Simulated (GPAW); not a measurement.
A run of GPAW 26.7.0:

run.py

```python
from ase.dft.bandgap import bandgap
from ase.io import read, write
from ase.units import GPa
from gpaw import GPAW, PW

atoms = read('POSCAR')
atoms.set_initial_magnetic_moments([3.0, 0.0, 0.0])

calc = GPAW(mode=PW(450),
            xc='LDA',
            kpts={'size': (7, 7, 7), 'gamma': True},
            occupations={'name': 'fermi-dirac', 'width': 0.05},
            nbands=20,
            maxiter=120,
            txt='gpaw.txt')
atoms.calc = calc
energy = atoms.get_potential_energy()
forces = atoms.get_forces()
stress = atoms.get_stress()
calc.write('gs.gpw')
write('result.traj', atoms)
print(f'Energy: {energy:.6f} eV')
print('Forces (eV/A):')
print(forces.round(4))
print('Stress (GPa):', (stress / GPa).round(3))
print('Moments:', calc.get_magnetic_moments().round(3))
print('Fermi level:', round(calc.get_fermi_level(), 4), 'eV')
print(f'Gap: {bandgap(calc)[0]:.4f} eV, direct: {bandgap(calc, direct=True)[0]:.4f} eV')
```

File POSCAR:

```
CoSi2
1.0
    0.0000000000      2.6780000000      2.6780000000
    2.6780000000      0.0000000000      2.6780000000
    2.6780000000      2.6780000000      0.0000000000
Co Si
1 2
Direct
    0.0000000000      0.0000000000      0.0000000000
    0.7500000000      0.7500000000      0.7500000000
    0.2500000000      0.2500000000      0.2500000000
```

Potentials or basis: the program's PAW data sets (release 1.2.1) made for this functional, pw.

Command:

```bash
$ OMP_NUM_THREADS=1 python run.py
```

Hardware: 1 thread of Intel(R) Xeon(R) Platinum 8375C CPU @ 2.90GHz (Ice Lake) (shared host).

Question: How long does it take, and how much memory?

Answer: Run time: 16 s on 1 thread of Intel(R) Xeon(R) Platinum 8375C CPU @ 2.90GHz (Ice Lake) (shared host), peak memory 0.15 GiB. Counts: scf iterations 11, plane waves 869, bands 20, k points 20.
